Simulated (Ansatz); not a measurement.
# Point defect: S vacancy in ZnS

Method: DFT PBE, scalar-relativistic, plane waves, PAW in Ansatz 0.2.0. Run with 420 eV cutoff, 2×2×2 k-mesh, Gaussian smearing of 0.01 eV, no spin polarisation.

Host crystal, relaxed:

```yaml
crystal:
  lattice:
    - [1.92366, 1.11062, 12.59321]
    - [-1.92366, 1.11062, 12.59321]
    - [0.00000, -2.22125, 12.59321]
  atoms:
    - { symbol: Zn, position: [0.58336, 0.58336, 0.58336] }
    - { symbol: Zn, position: [0.99990, 0.99990, 0.99990] }
    - { symbol: Zn, position: [0.41656, 0.41656, 0.41656] }
    - { symbol: Zn, position: [0.16669, 0.16669, 0.16669] }
    - { symbol: S, position: [0.35407, 0.35407, 0.35407] }
    - { symbol: S, position: [0.10418, 0.10418, 0.10418] }
    - { symbol: S, position: [0.52096, 0.52096, 0.52096] }
    - { symbol: S, position: [0.93751, 0.93751, 0.93751] }
```

Supercell of 32 atoms, rows in host cell vectors: -2 2 0; 0 2 -2; -1 1 -1. Atoms relax at the host's cell, keeping the symmetry that the supercell leaves at the site. The cell is small, so energies carry finite-size errors of tenths of an eV. The host's Kohn–Sham gap is 2.04 eV. Atoms are taken from and returned to the elements' standard states.

Defect: S vacancy set at (0.354, 0.354, 0.354) of the host cell. In charge 0 some atom moved by up to 0.6 Å, so the relaxed defect can differ in kind from the start. Before relaxation its nearest neighbours are 4 Zn at 2.36 Å.

```json
{"charge": "0", "E_f at the valence band top (eV)": "3.74", "moment (μB)": "0.00", "largest move (Å)": "0.60", "atoms near the site": "1 Zn at 1.76 Å, 3 Zn at 2.24 Å"}
```